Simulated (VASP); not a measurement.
# Pd, band structure: which settings are enough?

Pd, Fm-3m (no. 225), 1 atom in the cell. RPBE; PAW potentials Pd (PBE set). VASP 6.6.1.

Wanted: band energies at the path's corners within 0.02 eV.

What the run is for: bands; Accuracy asked: standard; Route: KPOINTS_OPT.

Band energies at the path's corners: counted from the Fermi level of the mesh, whose own shifts they hold.

POSCAR:
```
Pd
1.0
    0.0000000000      1.9465000000      1.9465000000
    1.9465000000      0.0000000000      1.9465000000
    1.9465000000      1.9465000000      0.0000000000
Pd
1
Direct
    0.0000000000      0.0000000000      0.0000000000
```

The series start from Plane-wave cutoff (eV): 290; Smearing width (eV): 0.03; k-point mesh: 13 × 13 × 13; Electronic threshold (eV): 1e-6; Precision mode (PREC): Accurate; Bands in all (NBANDS): 19; Aspherical gradient terms in the spheres (LASPH): yes; Highest l that the mixer handles (LMAXMIX): 4. Each series keeps the choices made before it, and each single choice may use up half of a tolerance.

## Plane-wave cutoff (eV)

| Plane-wave cutoff (eV) | Band energies at the path's corners, largest deviation (eV) | Time (s) |
|---|---|---|
| 200 | 0.287 | 7.9 |
| 250 | 0.020 | 6.3 |
| 290 | 0.015 | 9.0 |
| 320 | 0.010 | 9.3 |
| 400 | 0.001 | 15 |
| 500 (reference) | 0.000 | 20 |

Chosen: 320, the loosest value from which every tighter one stays within half of the tolerance.

## Smearing width (eV)

| Smearing width (eV) | Band energies at the path's corners, largest deviation (eV) | Time (s) |
|---|---|---|
| 0.15 | 0.058 | 8.7 |
| 0.1 | 0.029 | 8.6 |
| 0.07 | 0.015 | 7.9 |
| 0.05 | 0.007 | 8.4 |
| 0.03 | 0.002 | 9.3 |
| 0.02 (reference) | 0.000 | 7.6 |

Chosen: 0.05.

## k-point mesh

| k-point mesh | Band energies at the path's corners, largest deviation (eV) | Time (s) |
|---|---|---|
| 5 × 5 × 5 | 0.076 | 5.4 |
| 7 × 7 × 7 | 0.054 | 5.0 |
| 8 × 8 × 8 | 0.085 | 6.7 |
| 10 × 10 × 10 | 0.005 | 7.8 |
| 13 × 13 × 13 | 0.013 | 8.4 |
| 16 × 16 × 16 | 0.006 | 10 |
| 19 × 19 × 19 (reference) | 0.000 | 15 |

Chosen: 16 × 16 × 16.

## Electronic threshold (eV)

| Electronic threshold (eV) | Band energies at the path's corners, largest deviation (eV) | Time (s) |
|---|---|---|
| 0.001 | 0.000 | 10 |
| 0.0001 | 0.000 | 9.4 |
| 1e-5 | 0.000 | 10 |
| 1e-6 | 0.000 | 10 |
| 1e-7 (reference) | 0.000 | 12 |

Chosen: 0.001.

## Precision mode (PREC)

| Precision mode (PREC) | Band energies at the path's corners, largest deviation (eV) | Time (s) |
|---|---|---|
| SingleN | 0.004 | 6.3 |
| Normal | 0.000 | 7.2 |
| Accurate (reference) | 0.000 | 10 |

Chosen: SingleN.

## Bands in all (NBANDS)

| Bands in all (NBANDS) | Band energies at the path's corners, largest deviation (eV) | Time (s) |
|---|---|---|
| 10 | 0.000 | 4.4 |
| 11 | 0.002 | 3.9 |
| 12 | 0.004 | 4.3 |
| 14 | 0.001 | 5.3 |
| 19 | 0.001 | 6.3 |
| 29 (reference) | 0.000 | 9.0 |

Chosen: 10.

## Aspherical gradient terms in the spheres (LASPH)

| Aspherical gradient terms in the spheres (LASPH) | Band energies at the path's corners, largest deviation (eV) | Time (s) |
|---|---|---|
| no | 0.004 | 3.4 |
| yes (reference) | 0.000 | 4.4 |

Chosen: no.

## Highest l that the mixer handles (LMAXMIX)

| Highest l that the mixer handles (LMAXMIX) | Band energies at the path's corners, largest deviation (eV) | Time (s) |
|---|---|---|
| 2 | 0.000 | 3.4 |
| 4 | 0.000 | 3.4 |
| 6 (reference) | 0.000 | 3.4 |

Chosen: 2.

## All choices together

| Input | Band energies at the path's corners, largest deviation (eV) | Time (s) |
|---|---|---|
| the program's defaults (naive) | 0.161 | 2.1 |
| chosen settings | 0.018 | 4.7 |
| reference settings throughout | 0.000 | 58 |

The tolerance is met.

1 cheaper combination failed this check first and made the worst setting one step tighter.

## The input

INCAR:
```
SYSTEM = Pd
GGA = RP ; ISMEAR = -1
SIGMA = 0.05 ; LWAVE = .False.
LCHARG = .False. ; NBANDS = 10
PREC = SingleN ; LASPH = .False.
LREAL = .False. ; ALGO = Normal
EDIFF = 0.001 ; NELM = 120
GGA_COMPAT = .False. ; ENCUT = 400
LMAXMIX = 2
```

KPOINTS:
```
Automatic mesh
0
Gamma
  16 16 16
  0 0 0
```

KPOINTS_OPT:
```
path GXWKGLUWLK,UX
12
line-mode
reciprocal
 0.0000000000  0.0000000000  0.0000000000  G
 0.5000000000  0.0000000000  0.5000000000  X

 0.5000000000  0.0000000000  0.5000000000  X
 0.5000000000  0.2500000000  0.7500000000  W

 0.5000000000  0.2500000000  0.7500000000  W
 0.3750000000  0.3750000000  0.7500000000  K

 0.3750000000  0.3750000000  0.7500000000  K
 0.0000000000  0.0000000000  0.0000000000  G

 0.0000000000  0.0000000000  0.0000000000  G
 0.5000000000  0.5000000000  0.5000000000  L

 0.5000000000  0.5000000000  0.5000000000  L
 0.6250000000  0.2500000000  0.6250000000  U

 0.6250000000  0.2500000000  0.6250000000  U
 0.5000000000  0.2500000000  0.7500000000  W

 0.5000000000  0.2500000000  0.7500000000  W
 0.5000000000  0.5000000000  0.5000000000  L

 0.5000000000  0.5000000000  0.5000000000  L
 0.3750000000  0.3750000000  0.7500000000  K

 0.6250000000  0.2500000000  0.6250000000  U
 0.5000000000  0.0000000000  0.5000000000  X
```

Commands:
```
cat potpaw_PBE.64/Pd/POTCAR > POTCAR
mpirun -np 1 vasp_std > vasp.out
```

The chosen input took VASP 6.6.1 4.7 s on 1 core (Intel Xeon 6975P-C (Granite Rapids)), a shared host.

## An input that fails: fixed density asked without a density file

VASP's message: ERROR: charge density could not be read from file CHGCAR for ICHARG>10.

Changes against the starting input:
```
- NELM = 120
+ NELM = 87
+ ICHARG = 11
```
